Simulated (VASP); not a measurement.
Calculation: LDA (Ceperley-Alder, Perdew-Zunger), VASP's LDA PAW potentials (set 64) (plane waves; VASP).

A VASP calculation is set up with these files.

**INCAR**
```
! general
SYSTEM =MgF2
PREC   =Accurate
ENCUT  =620
LREAL  =.FALSE.
LASPH  =.TRUE.

! electronic loop
EDIFF  =1E-6
NELM   =100
ALGO   =Normal

! smearing
ISMEAR =0
SIGMA  =0.05

! ions
IBRION =2
NSW    =40
ISIF   =3
EDIFFG =-0.02
PSTRESS=450

! output
LWAVE  =.FALSE.
LCHARG =.FALSE.
```

POSCAR:
```
MgF2
1
    4.2630485475     0.0000000000     0.0000000000
    0.0000000000     4.2630485475     0.0000000000
    0.0000000000     0.0000000000     2.8483966722
Mg F
2 4
Direct
  0.0000000000   0.0000000000   0.0000000000
  0.5000000000   0.5000000000   0.5000000000
  0.3011350224   0.3011350224   0.0000000000
  0.8011350224   0.1988649776   0.5000000000
  0.1988649776   0.8011350224   0.5000000000
  0.6988649776   0.6988649776   0.0000000000
```

**KPOINTS**
```
Automatic
0
G
 5 5 8
0 0 0
```

POTCAR, in this order: Mg F (LDA.64 set). Program: vasp_std.

Output

OSZICAR:
```
       N       E                     dE             d eps       ncg     rms          rms(c)
DAV:   1     0.209332948644E+03    0.20933E+03   -0.21027E+04  1240   0.178E+03
DAV:   2    -0.279023041253E+02   -0.23724E+03   -0.22916E+03  1480   0.373E+02
DAV:   3    -0.369562051366E+02   -0.90539E+01   -0.90303E+01  1412   0.735E+01
DAV:   4    -0.370125383122E+02   -0.56333E-01   -0.56318E-01  1400   0.655E+00
DAV:   5    -0.370128177551E+02   -0.27944E-03   -0.27944E-03  1392   0.467E-01    0.101E+01
DAV:   6    -0.343643279168E+02    0.26485E+01   -0.98268E+00  1368   0.252E+01    0.277E+00
DAV:   7    -0.343025629233E+02    0.61765E-01   -0.14276E-01  1288   0.271E+00    0.175E+00
DAV:   8    -0.342766188993E+02    0.25944E-01   -0.22831E-02  1412   0.199E+00    0.164E-01
DAV:   9    -0.342763428704E+02    0.27603E-03   -0.23756E-03  1384   0.400E-01    0.529E-02
DAV:  10    -0.342763756154E+02   -0.32745E-04   -0.62967E-05  1352   0.739E-02    0.288E-03
DAV:  11    -0.342763757054E+02   -0.90046E-07   -0.14341E-06   932   0.106E-02
   1 F= -.19737094E+02 E0= -.19737094E+02  d E =-.197371E+02
       N       E                     dE             d eps       ncg     rms          rms(c)
DAV:   1    -0.368018257325E+02   -0.25255E+01   -0.78867E+01  1272   0.891E+01    0.165E+01
DAV:   2    -0.327234824334E+02    0.40783E+01   -0.15530E+01  1300   0.333E+01    0.299E+00
DAV:   3    -0.326330029494E+02    0.90479E-01   -0.31411E-01  1304   0.461E+00    0.110E+00
DAV:   4    -0.326028614578E+02    0.30141E-01   -0.23792E-02  1376   0.163E+00    0.193E-01
DAV:   5    -0.326026947418E+02    0.16672E-03   -0.15134E-03  1336   0.307E-01    0.498E-02
DAV:   6    -0.326027202971E+02   -0.25555E-04   -0.21016E-05  1356   0.439E-02    0.402E-03
DAV:   7    -0.326027201801E+02    0.11692E-06   -0.12502E-06   848   0.972E-03
   2 F= -.19676672E+02 E0= -.19676672E+02  d E =0.604215E-01
       N       E                     dE             d eps       ncg     rms          rms(c)
DAV:   1    -0.348643443222E+02   -0.22616E+01   -0.22647E+01  1280   0.464E+01    0.886E+00
DAV:   2    -0.336832625536E+02    0.11811E+01   -0.46571E+00  1304   0.183E+01    0.139E+00
DAV:   3    -0.336585121031E+02    0.24750E-01   -0.71657E-02  1260   0.221E+00    0.504E-01
DAV:   4    -0.336496212260E+02    0.88909E-02   -0.79794E-03  1392   0.963E-01    0.979E-02
DAV:   5    -0.336495721131E+02    0.49113E-04   -0.78611E-04  1324   0.233E-01    0.321E-02
DAV:   6    -0.336495730847E+02   -0.97158E-06   -0.37936E-05  1332   0.534E-02    0.217E-03
DAV:   7    -0.336495730809E+02    0.38162E-08   -0.43243E-07   848   0.549E-03
   3 F= -.19868989E+02 E0= -.19868989E+02  d E =-.131895E+00
       N       E                     dE             d eps       ncg     rms          rms(c)
DAV:   1    -0.336350503577E+02    0.14523E-01   -0.65705E-03  1284   0.796E-01    0.152E-01
DAV:   2    -0.336347036491E+02    0.34671E-03   -0.13712E-03  1316   0.313E-01    0.242E-02
DAV:   3    -0.336346966915E+02    0.69576E-05   -0.19576E-05  1292   0.367E-02    0.928E-03
DAV:   4    -0.336346941011E+02    0.25904E-05   -0.20190E-06   908   0.154E-02    0.152E-03
DAV:   5    -0.336346940981E+02    0.29918E-08   -0.15964E-07   692   0.375E-03
   4 F= -.19869008E+02 E0= -.19869008E+02  d E =-.131915E+00
       N       E                     dE             d eps       ncg     rms          rms(c)
DAV:   1    -0.336320068037E+02    0.26873E-02   -0.24590E-01  1200   0.463E+00    0.165E-01
DAV:   2    -0.336321499799E+02   -0.14318E-03   -0.49058E-03  1372   0.618E-01    0.941E-02
DAV:   3    -0.336319775738E+02    0.17241E-03   -0.12502E-04  1356   0.142E-01    0.272E-02
DAV:   4    -0.336319641423E+02    0.13432E-04   -0.48384E-05  1372   0.721E-02    0.537E-03
DAV:   5    -0.336319640137E+02    0.12858E-06   -0.31977E-06  1284   0.164E-02
   5 F= -.19869211E+02 E0= -.19869211E+02  d E =-.202977E-03
       N       E                     dE             d eps       ncg     rms          rms(c)
DAV:   1    -0.336331791016E+02   -0.12150E-02   -0.34184E-02  1200   0.173E+00    0.618E-02
DAV:   2    -0.336331982031E+02   -0.19102E-04   -0.67343E-04  1380   0.229E-01    0.354E-02
DAV:   3    -0.336331740524E+02    0.24151E-04   -0.18155E-05  1356   0.536E-02    0.996E-03
DAV:   4    -0.336331722779E+02    0.17744E-05   -0.65080E-06  1348   0.263E-02    0.199E-03
DAV:   5    -0.336331722555E+02    0.22473E-07   -0.38908E-07   668   0.578E-03
   6 F= -.19869321E+02 E0= -.19869321E+02  d E =-.312940E-03
```

File OUTCAR:
```
------------------------ aborting loop because EDIFF is reached ----------------------------------------
  FORCE on cell =-STRESS in cart. coord.  units (eV):
  Direction    XX          YY          ZZ          XY          YZ          ZX
  --------------------------------------------------------------------------------------
  Total       13.7776357     13.7776357     13.8329974     -0.0000000      0.0000000      0.0000000
  in kB      450.4506808    450.4506808    452.2606944     -0.0000000      0.0000000      0.0000000
  external PRESSURE =       1.0540186 kB  Pullay stress =     450.0000000 kB
  volume of cell :       49.00
      direct lattice vectors                 reciprocal lattice vectors
     4.183841746 -0.000000000  0.000000000     0.239014777  0.000000000  0.000000000
     0.000000000  4.183841746  0.000000000     0.000000000  0.239014777  0.000000000
     0.000000000  0.000000000  2.799545523     0.000000000  0.000000000  0.357200836
 POSITION                                       TOTAL-FORCE (eV/Angst)
 -----------------------------------------------------------------------------------
      0.00000      0.00000      0.00000        -0.000000      0.000000     -0.000000
      2.09192      2.09192      1.39977        -0.000000      0.000000     -0.000000
      1.25883      1.25883      0.00000         0.004398      0.004398      0.000000
      3.35075      0.83309      1.39977         0.004398     -0.004398     -0.000000
      0.83309      3.35075      1.39977        -0.004398      0.004398      0.000000
      2.92501      2.92501      0.00000        -0.004398     -0.004398     -0.000000
 -----------------------------------------------------------------------------------
    total drift:                                0.000000      0.000000     -0.000000
  FREE ENERGIE OF THE ION-ELECTRON SYSTEM (eV)
  ---------------------------------------------------
  free  energy   TOTEN  =       -33.6331722555 eV

  energy  without entropy=      -33.6331722555  energy(sigma->0) =      -33.63317226
  enthalpy is  TOTEN    =       -19.8693212353 eV   P V=       13.7638510202

 reached required accuracy - stopping structural energy minimisation
```
(Selected blocks of OUTCAR.)

**CONTCAR**
```
MgF2
   1.00000000000000
     4.1838417459197892   -0.0000000000000000    0.0000000000000000
     0.0000000000000000    4.1838417459197892    0.0000000000000000
     0.0000000000000000    0.0000000000000000    2.7995455230118029
  Mg              F
     2     4
Direct
     0.0000000000000000    0.0000000000000000    0.0000000000000000
     0.5000000000000000    0.5000000000000000    0.5000000000000000
     0.3008792758670208    0.3008792758670208    0.0000000000000000
     0.8008792758670210    0.1991207241329792    0.5000000000000000
     0.1991207241329792    0.8008792758670210    0.5000000000000000
     0.6991207241329790    0.6991207241329790    0.0000000000000000
```

Energy and stress use the plane-wave basis of the starting cell.

The compound is MgF2 in the rutile structure. This run relaxes it under an external pressure of 45 GPa. Symmetry was kept, so distortions that lower it aren't found.
